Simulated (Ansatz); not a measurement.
**As in Ansatz: the effect of functional**

As:

```
As
1.0
     1.84902   -5.57238    0.00000
     1.84902    5.57238    0.00000
     0.00000    0.00000    4.52882
As
4
Direct
  0.39000 0.61000 0.56000
  0.89000 0.11000 0.94000
  0.61000 0.39000 0.44000
  0.11000 0.89000 0.06000
```

This isn't the form of As at room conditions, which is rhombohedral.

The cell isn't the ideal one: volume scaled by 1.04.

Alike in all runs:

* Program: Ansatz 0.2.0
* Task: single point
* Potentials or basis: Ansatz PAW
* k mesh: 8 × 8 × 6
* Occupations: fermi-dirac, width 0.05 eV
* Spin: no spin polarisation

| functional | cutoff | gap on the mesh (eV) | pressure (GPa) | largest force (eV/Å) |
| --- | --- | --- | --- | --- |
| LDA | 420 eV (not typed: the program's choice for these potentials) | ? | ? | ? |
| PBEsol | 420 eV (not typed: the program's choice for these potentials) | 0.08 | -2.8 | 0.34 |
| r2SCAN | 500 eV (not typed: the program's choice for these potentials) | 0.16 | -1.4 | 0.64 |

Problem. What does the run with functional LDA give?

Solution. gap on the mesh 0.08 eV; pressure -4.3 GPa; largest force 0.45 eV/Å.

Caveats: the PAW data sets come from PBE, with cores solved anew for the run's functional, which leaves a small shift of forces and pressure.

A k mesh can miss the band edges.
